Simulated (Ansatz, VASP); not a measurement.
As in VASP and in Ansatz

The input INCAR:

```
ALGO = Normal ; EDIFF = 1E-8
ENCUT = 520 ; ISIF = 2
ISMEAR = -1 ; LASPH = T
LCHARG = F ; LEFG = T
LREAL = F ; LWAVE = F
NBANDS = 12 ; NELM = 100
PREC = Accurate ; SIGMA = 0.05
```

File KPOINTS:

```
k-points
0
Gamma
  13 13 13
```

The input POSCAR:

```
As
1.0
    1.9173444466      1.1069793324      3.4857700000
   -1.9173444466      1.1069793324      3.4857700000
    0.0000000000     -2.2139586648      3.4857700000
As
2
Direct
    0.2275400000      0.2275400000      0.2275400000
    0.7724600000      0.7724600000      0.7724600000
```

Input for Ansatz:

```yaml
crystal:
  lattice:
    - [1.9173444466, 1.1069793324, 3.48577]
    - [-1.9173444466, 1.1069793324, 3.48577]
    - [0.0, -2.2139586648, 3.48577]
  atoms:
    - { symbol: As, position: [0.22754, 0.22754, 0.22754] }
    - { symbol: As, position: [0.77246, 0.77246, 0.77246] }
kpoints:
  mp_grid: { grid: [13, 13, 13] }
scf:
  occupations: { method: fermi_dirac, width: 0.05 }
hamiltonian:
  xc: lda
  pseudopotentials: { kind: all_electron, datasets: crystal }
output:
  forces: true
  stress: true
  eigenvalues: true
  efg: { contact_densities: true }
```

Change from the starting cell: equal xx and yy strain of +2 %, crystal datasets.

Alike in both runs: task electric field gradients; functional LDA; k mesh 13 × 13 × 13; occupations fermi-dirac, width 0.05 eV; no spin polarisation.

|  | VASP | Ansatz |
| --- | --- | --- |
| version | VASP 6.6.1 | Ansatz 0.2.0 |
| potentials or method | VASP PAW LDA potentials, release 64 (As) | all-electron PAW with datasets made for the crystal, scalar-relativistic |
| plane-wave cutoff (eV) | 520 | see its input |

|  | VASP | Ansatz | Ansatz less VASP |
| --- | --- | --- | --- |
| pressure (GPa) | -4.2 | -4.5 | -0.31 |
| largest component of the traceless stress (GPa) | 0.70 | 0.81 | +0.109 |
| rms of the force components (eV/Å) | 0.027 | 0.059 | +0.0324 |
| Vzz of the field gradient on the site that differs most (V/Å²) | -48.2 | -51.1 | -2.85 |

Atom by atom the forces differ by 0.032 eV/Å (rms over components). Ansatz ran all-electron here, so the differences hold the error of VASP's frozen core and of both bases.
